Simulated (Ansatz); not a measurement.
# Cd (Fm-3m) in Ansatz: convergence with wavefunction cutoff

Aim: find how far wavefunction cutoff must go before the results for Cd settle, at LDA. This setting moves, with any that are tied to it; all else stays.

Program: Ansatz 0.2.0. These are calculated values, not measurements. Logs are shortened: lines on timing, memory, paths and dates and some standing lists are left out, and cuts for length are marked.

## (1) Starting point

Symmetry: Fm-3m, No. 225, cubic system. Conventional cell: a = 4.436 Å, b = 4.436 Å, c = 4.436 Å, α = 90.00°, β = 90.00°, γ = 90.00°. Around Cd (site symmetry m-3m) lie 12 Cd at 3.14 Å.

This isn't the form of Cd at room conditions, which is hcp.

## (2) With wavefunction cutoff 200 eV

Contents of input.yaml:

```yaml
crystal:
  lattice:
    - [0.0, 2.21814975, 2.21814975]
    - [2.21814975, 0.0, 2.21814975]
    - [2.21814975, 2.21814975, 0.0]
  atoms:
    - { symbol: Cd, position: [0.0, 0.0, 0.0] }
hamiltonian:
  xc: lda
  pseudopotentials: { kind: paw }
kpoints:
  mp_grid: { grid: [9, 9, 9] }
scf:
  occupations: { method: cold, width: 0.05 }
output:
  forces: true
  stress: true
  eigenvalues: true
basis:
  ecutwfc: "200 eV"
```

Potentials or basis: Ansatz PAW.

Started as:

```bash
> ansatz run input.yaml --threads 2 --pin off --max-ram 5632MiB --backend cpu --events-out ev --progress --plain --runs-dir out
```

Log:

```text
Warning: basis.ecutwfc = 200 eV is below the records' recommended 420 eV, and the density's cutoff is lower with it unless basis.ecutrho_ratio is high enough to keep the records' density cutoff: compare with a run at a higher cutoff
Warning: RAYON_NUM_THREADS=2 ignored (pool sized by the plan → 2); use --threads N
Engine: ansatz 0.2.0, aarch64-unknown-linux-gnu
Pseudopotentials: kind: paw
Pseudopotential: Cd, paw, valence charge 20, recommended cutoff 420 eV (normal), Cd.paw.azcp
Functional definition: SPW92
  exchange = slater_x
  correlation = pw_c
Crystal: 1 atoms, lattice volume = 21.827 Å³
Basis set: ecut = 200 eV, 137 PW (Γ)
Bands: 14, of which v1, the nominal top of the filled ones, is band 10 counted from 1 (9 counted from 0)
Symmetry: 48 space group operations
Space group: Fm-3m (ITA 225), of the structure as read, at distance tolerance 2.8e-5 Å
k-points: 35 of 729
Non-local potential: Cd, projectors of the file, l = 0: 3, l = 1: 2, l = 2: 2, l = 3: 1
PAW form: soft (Blöchl's): semilocal exchange-correlation on the pseudo side does not see the compensation charge
PAW frozen core: Cd, regenerated for the run's functional, and the local potential with it (the file was generated under x = pbe(κ = 0.804, μ = 0.2195149727645171), c = pbe(β = 0.06672455060314922))
PAW one-centre angular grid: Cd, 590 points (default); XC on 64 Gauss nodes
Initial density: superposition of atomic densities (neutral atoms: chi_scale 0, normalization atom), corrected by the library's trained network
Initial wavefunctions: pseudopotential atomic-orbital guess
Functional: x = slater, c = lda
SCF iter   1: F=—  HF=-8106.448731 eV  |F-HF|=—  |Δ(HF+E_count)|=         —  Δρ=1.73e-1  dr2=3.17e0  ethr=1.77e-3  ⟨swp⟩=3.9  Hψ=2231  notcnv=0
preconditioner: auto → none  [insulator: Δε(μ)=0.059 eV  Ē_g=15.802 eV  σ=0.050 eV  W_gap=0.76  n_scr=8 (ndim 8)  ℏωp=27.5 eV  f_vac=0.000  D(μ)=0.84/eV (n_scr^D=8)  ε∞_Penn≈4.0]
SCF iter   2: F=—  HF=-8104.801945 eV  |F-HF|=—  |Δ(HF+E_count)|=    1.65e0  S|Δr|=    0.00e0  Δρ=3.57e-2  dr2=1.95e-1  ethr=1.77e-3  ⟨swp⟩=2.0  Hψ=1258  notcnv=0  defer=2
SCF iter   3: F=—  HF=-8104.720528 eV  |F-HF|=—  |Δ(HF+E_count)|=   8.14e-2  S|Δr|=    0.00e0  Δρ=1.76e-2  dr2=2.72e-2  ethr=9.77e-4  ⟨swp⟩=2.0  Hψ=889  notcnv=0  defer=2
SCF iter   4: F=—  HF=-8104.702645 eV  |F-HF|=—  |Δ(HF+E_count)|=   1.79e-2  S|Δr|=    0.00e0  Δρ=1.47e-3  dr2=1.13e-4  ethr=1.36e-4  ⟨swp⟩=3.0  Hψ=1124  notcnv=0  defer=2
SCF iter   5: F=—  HF=-8104.702595 eV  |F-HF|=—  |Δ(HF+E_count)|=   4.98e-5  S|Δr|=    0.00e0  Δρ=2.05e-4  dr2=9.01e-6  ethr=5.64e-7  ⟨swp⟩=2.0  Hψ=833  notcnv=0  defer=2
SCF iter   6: F=—  HF=-8104.702593 eV  |F-HF|=—  |Δ(HF+E_count)|=   1.82e-6  S|Δr|=    0.00e0  Δρ=9.97e-6  dr2=2.17e-8  ethr=5.00e-10  ⟨swp⟩=2.7  Hψ=1730  notcnv=0
SCF iter   7: F=-8104.702593 eV  HF=-8104.702593 eV  |F-HF|=1.36e-11  |Δ(HF+E_count)|=   7.88e-9  S|Δr|=    0.00e0  Δρ=3.11e-7  dr2=2.04e-11  ethr=1.08e-10  ⟨swp⟩=1.6  Hψ=1342  notcnv=0
SCF 1 converged in 7 iterations: F = -8104.702593 eV  dr2 = 2.04e-11
SCF converged after 7 iterations
Stability not checked: this state was not tested for a lower state beside it, because cold or Methfessel-Paxton smearing, or corrected tetrahedra, fill the levels in a way that the test cannot read (fill_not_monotonic; see scf.lower_state_search)
Free energy (F): -8104.702593 eV
Harris-Foulkes:  -8104.702593 eV  (|F-HF|=1.36e-11)
Internal energy: -8104.702220 eV  (E = F + TS)
E sigma→0 (E₀):  -8104.702469 eV
Entropy (-TS):   -0.000373 eV (-0.373 meV/atom)
Fermi energy:    13.946383 eV
--- Per-component energies (eV) ---
  E_band       = -435.726257
  E_kinetic    = 549.848136
  E_local      = -2904.553048  (includes V_loc(G=0)·N_el)
  E_nonlocal   = 3.941616
  E_hartree    = 1341.640587
  E_xc         = -183.858276
  E_vxc        = -232.371719  (∫ρ·V_xc dr)
  E_paw        = -3936.115015  (= ΣΔE_a)
  E_vpaw       = -535.871312  (= ΣTr[D̂ρ^β])
  E_aug_tail   = -0.000772  (compensation charges beyond the density's cutoff)
  E_ewald      = -2976.372016
  E_core_change = 0.766569  (= ΣΔE_core)
  E_smearing   = -0.000373  (= −TS)
  E_closure    = 0.000000  (closes the sum)
  Σ components = -8104.702593   (vs F -8104.702593, Δ=0.00e0)
--- Forces (eV/Å), atoms counted from 1 ---
  atom   1  Cd    -0.00000000     0.00000000     0.00000000
  max |Σ_I F_I| component: 6.16e-32 eV/Å
--- Stress (GPa, compression-positive) ---
       18.074381       0.000000      -0.000000
        0.000000      18.074381      -0.000000
       -0.000000       0.000000      18.074381
  P = ⅓ Tr σ = 18.0744 GPa (180.744 kbar)
--- Band table (eV; the first three rows and the last of 35) ---
  k-point 0: bands = ["-92.1394", "-52.6110", "-52.6110", "-52.6110", "3.9754", "3.9754", "3.9754", "5.0605", "5.0605", "5.2389", "27.5058", "29.0510", "29.0510", "29.0510"]
  k-point 1: bands = ["-92.2604", "-52.8004", "-52.7189", "-52.7189", "3.7107", "3.9187", "3.9187", "4.3476", "4.3476", "5.5478", "25.4996", "27.8319", "28.5997", "28.5997"]
  k-point 2: bands = ["-92.3204", "-52.8408", "-52.8408", "-52.7481", "3.7055", "3.7055", "3.7334", "4.2619", "4.2619", "6.5859", "21.3555", "27.6882", "27.7828", "27.7828"]
  k-point 34: bands = ["-92.1248", "-52.7234", "-52.6240", "-52.4914", "3.8775", "4.0538", "4.2663", "4.8832", "5.4208", "14.2462", "16.9570", "17.0487", "18.8798", "30.9727"]
```

Wall time 0.37 s (2 threads of Arm Neoverse V1, shared host); peak memory 0.23 GiB.

What came out:

```
Free energy            : -8104.7026 eV
Pressure               : 18.1 GPa
Band gap on the k mesh : none (metal or under the smearing width)
```

## (3) With wavefunction cutoff 250 eV

Edit input.yaml of step 2 so:

```diff
@@ -19,2 +19,2 @@
 basis:
-  ecutwfc: "200 eV"
+  ecutwfc: "250 eV"
```

Potentials or basis: Ansatz PAW.

Started as:

```bash
> ansatz run input.yaml --threads 2 --pin off --max-ram 5632MiB --backend cpu --events-out ev --progress --plain --runs-dir out
```

Wall time 0.4 s (2 threads of Arm Neoverse V1, shared host); peak memory 0.23 GiB.

Results:

| Property | Result |
| --- | --- |
| Free energy | -8116.2161 eV |
| Pressure | -3.7 GPa |
| Band gap on the k mesh | none (metal or under the smearing width) |

## (4) With wavefunction cutoff 300 eV

Edit input.yaml of step 3 so:

```diff
@@ -19,2 +19,2 @@
 basis:
-  ecutwfc: "250 eV"
+  ecutwfc: "300 eV"
```

Started as:

```bash
> ansatz run input.yaml --threads 2 --pin off --max-ram 5632MiB --backend cpu --events-out ev --progress --plain --runs-dir out
```

Run time: 0.42 s. Hardware: 2 threads of Arm Neoverse V1, shared host; peak memory 0.24 GiB.

What came out:

```yaml
Free_energy: -8117.6981 eV
Pressure: -4.9 GPa
Band_gap_on_the_k_mesh: none (metal or under the smearing width)
```

## (5) With wavefunction cutoff 350 eV

Edit input.yaml of step 4 so:

```diff
@@ -19,2 +19,2 @@
 basis:
-  ecutwfc: "300 eV"
+  ecutwfc: "350 eV"
```

Started as:

```bash
> ansatz run input.yaml --threads 2 --pin off --max-ram 5632MiB --backend cpu --events-out ev --progress --plain --runs-dir out
```

Run time: 0.42 s. Hardware: 2 threads of Arm Neoverse V1, shared host; peak memory 0.24 GiB.

What came out:

| Item | Value |
| --- | --- |
| Free energy | -8117.8260 eV |
| Pressure | -4.7 GPa |
| Band gap on the k mesh | none (metal or under the smearing width) |

## (6) With wavefunction cutoff 400 eV

Edit input.yaml of step 5 so:

```diff
@@ -19,2 +19,2 @@
 basis:
-  ecutwfc: "350 eV"
+  ecutwfc: "400 eV"
```

Potentials or basis: Ansatz PAW.

Started as:

```bash
> ansatz run input.yaml --threads 2 --pin off --max-ram 5632MiB --backend cpu --events-out ev --progress --plain --runs-dir out
```

Run time: 0.49 s. Hardware: 2 threads of Arm Neoverse V1, shared host; peak memory 0.25 GiB.

The run converged. Its results:

```yaml
Free_energy: -8117.8302 eV
Pressure: -4.7 GPa
Band_gap_on_the_k_mesh: none (metal or under the smearing width)
```

## (7) With wavefunction cutoff 450 eV

Edit input.yaml of step 6 so:

```diff
@@ -19,2 +19,2 @@
 basis:
-  ecutwfc: "400 eV"
+  ecutwfc: "450 eV"
```

Started as:

```bash
> ansatz run input.yaml --threads 2 --pin off --max-ram 5632MiB --backend cpu --events-out ev --progress --plain --runs-dir out
```

It took 0.51 s on 2 threads of Arm Neoverse V1, shared host; peak memory 0.25 GiB.

It converged, with:

| Item | Value |
| --- | --- |
| Free energy | -8117.8307 eV |
| Pressure | -4.7 GPa |
| Band gap on the k mesh | none (metal or under the smearing width) |

## (8) With wavefunction cutoff 500 eV

Edit input.yaml of step 7 so:

```diff
@@ -19,2 +19,2 @@
 basis:
-  ecutwfc: "450 eV"
+  ecutwfc: "500 eV"
```

Started as:

```bash
> ansatz run input.yaml --threads 2 --pin off --max-ram 5632MiB --backend cpu --events-out ev --progress --plain --runs-dir out
```

Run time: 0.51 s. Hardware: 2 threads of Arm Neoverse V1, shared host; peak memory 0.25 GiB.

It converged, with:

| Property | Result |
| --- | --- |
| Free energy | -8117.8311 eV |
| Pressure | -4.7 GPa |
| Band gap on the k mesh | none (metal or under the smearing width) |

## (9) With wavefunction cutoff 600 eV

Edit input.yaml of step 8 so:

```diff
@@ -19,2 +19,2 @@
 basis:
-  ecutwfc: "500 eV"
+  ecutwfc: "600 eV"
```

Potentials or basis: Ansatz PAW.

Started as:

```bash
> ansatz run input.yaml --threads 2 --pin off --max-ram 5632MiB --backend cpu --events-out ev --progress --plain --runs-dir out
```

Wall time 0.63 s (2 threads of Arm Neoverse V1, shared host); peak memory 0.26 GiB.

It converged, with:

```
Free energy            : -8117.8316 eV
Pressure               : -4.7 GPa
Band gap on the k mesh : none (metal or under the smearing width)
```

## (10) With wavefunction cutoff 800 eV

Edit input.yaml of step 9 so:

```diff
@@ -19,2 +19,2 @@
 basis:
-  ecutwfc: "600 eV"
+  ecutwfc: "800 eV"
```

Started as:

```bash
> ansatz run input.yaml --threads 2 --pin off --max-ram 5632MiB --backend cpu --events-out ev --progress --plain --runs-dir out
```

It took 0.73 s on 2 threads of Arm Neoverse V1, shared host; peak memory 0.28 GiB.

The run converged. Its results:

* Free energy: -8117.8322 eV
* Pressure: -4.7 GPa
* Band gap on the k mesh: none (metal or under the smearing width)

## (11) The series at a glance

```csv
wavefunction cutoff,"energy less the tightest run, at zero smearing (meV/atom)",pressure (GPa),SCF cycles,CPU time (s),peak memory (GiB)
200 eV,13129.59,18.07,7,0.55,0.23
250 eV,1616.11,-3.67,6,0.61,0.23
300 eV,134.10,-4.90,5,0.64,0.24
350 eV,6.16,-4.65,5,0.64,0.24
400 eV,2.01,-4.68,5,0.78,0.25
450 eV,1.44,-4.68,5,0.82,0.25
500 eV,1.08,-4.68,5,0.82,0.25
600 eV,0.60,-4.68,5,1.1,0.26
800 eV,0.00,-4.68,5,1.3,0.28
```

Against the tightest run, the energy stays within 1 meV/atom from 600 eV on; the pressure stays within 0.1 GPa from 350 eV on. The tightest run that finished is the yardstick and may itself not be fully converged.

Caveats: the PAW data sets come from PBE, with cores solved anew for the run's functional, which leaves a small shift of forces and pressure.
